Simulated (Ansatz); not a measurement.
The system is Mo.

```
Mo
1.0
    -1.58381    1.58381    1.58381
     1.58381   -1.58381    1.58381
     1.58381    1.58381   -1.58381
Mo
1
Cartesian
  0.0000 0.0000 0.0000
```

Base run:

```yaml
Program: Ansatz 0.2.0
Functional: PBEsol
Potentials_or_basis: all-electron LAPW, relativistic spinors
Cutoff: 250 eV (chosen from the basis error)
Basis_error_allowed: 0.001 eV/atom
k_mesh: 9 × 9 × 9
Occupations: fermi-dirac, width 0.05 eV
Spin: spin-orbit coupling, no magnetisation
```

Its results: pressure -9.7 GPa.

**Question.** The run is repeated on the same cell with these changes: functional from PBEsol to PBE. What comes out?

**Answer.** Pressure -2.0 GPa.

PBE binds less tightly than PBEsol, so the same cell stands under more pressure.

Caveats: the k mesh is thin for a metal, which can move the energy by tens of meV per atom.
